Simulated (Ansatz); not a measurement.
# Potassium, A15 under PBE: structure and ground-state energy

Aim: take potassium in the A15 structure, relax it, then solve it on a dense k-mesh. Spin polarisation is left out. The k-meshes are 3×3×3 for the relaxation; 4×4×4 for the dense run.

Method: DFT PBE, plane waves (420 eV) with PAW, scalar-relativistic, in Ansatz 0.2.0.

**1. The system as given**

The structure is cubic, space group Pm-3n (No. 223). Conventional cell: a = 8.294 Å, b = 8.294 Å, c = 8.294 Å, α = 90.00°, β = 90.00°, γ = 90.00°. K (site symmetry -4m2) has 2 K at 4.15 Å as nearest neighbours.

As a file:

```cif
data_structure
_symmetry_space_group_name_H-M 'P 1'
_symmetry_Int_Tables_number 1
_cell_length_a 8.2942
_cell_length_b 8.2942
_cell_length_c 8.2942
_cell_angle_alpha 90.000
_cell_angle_beta 90.000
_cell_angle_gamma 90.000
_cell_volume 570.58
loop_
_atom_site_label
_atom_site_type_symbol
_atom_site_fract_x
_atom_site_fract_y
_atom_site_fract_z
_atom_site_occupancy
K1 K 0.00000 0.00000 0.00000 1
K2 K 0.50000 0.50000 0.50000 1
K3 K 0.25000 0.00000 0.50000 1
K4 K 0.75000 0.00000 0.50000 1
K5 K 0.50000 0.25000 0.00000 1
K6 K 0.50000 0.75000 0.00000 1
K7 K 0.00000 0.50000 0.25000 1
K8 K 0.00000 0.50000 0.75000 1
```

**2. Relaxation of the cell**

Contents of input.yaml:

```yaml
crystal:
  lattice:
    - [8.2941704965, 0.0, 0.0]
    - [0.0, 8.2941704965, 0.0]
    - [0.0, 0.0, 8.2941704965]
  atoms:
    - { symbol: K, position: [0.0, 0.0, 0.0] }
    - { symbol: K, position: [0.5, 0.5, 0.5] }
    - { symbol: K, position: [0.25, 0.0, 0.5] }
    - { symbol: K, position: [0.75, 0.0, 0.5] }
    - { symbol: K, position: [0.5, 0.25, 0.0] }
    - { symbol: K, position: [0.5, 0.75, 0.0] }
    - { symbol: K, position: [0.0, 0.5, 0.25] }
    - { symbol: K, position: [0.0, 0.5, 0.75] }
hamiltonian:
  xc: pbe
  pseudopotentials:
    kind: paw
    azcp:
      K: "pseudopotentials/K.paw.azcp"
basis:
  ecutwfc: 420
  fft_grid_basis: typed
kpoints:
  mp_grid: { grid: [3, 3, 3], shift: [0, 0, 0] }
magnetization:
  spin_polarized: false
scf:
  occupations: { method: fermi_dirac, width: 0.1 }
relax:
  max_steps: 60
  f_tol: 0.01
  cell: {}
```

Further steps of the session: The energy on a finer k-mesh.

What does the calculation give? Wanted: space group; conventional cell; volume; shortest distance; gap on the mesh; relative to bcc.

**Answer**, as computed:

| quantity | value |
| --- | --- |
| space group (spins left aside) | Pm-3n (No. 223) |
| conventional cell | a = 8.425 Å |
| volume | 74.748 Å³/atom |
| shortest distance | 4.212 Å |
| gap on the mesh | none (levels filled in part) |
| relative to bcc | +9 meV/atom |

In words: The relaxation enlarged the cell by 4.8 % in volume. It lies 9 meV/atom above the element's reference form at the same level (bcc, from a run of its own). Levels at the Fermi energy are filled in part, as in a metal. Relaxation kept the symmetry; phonons were not checked.
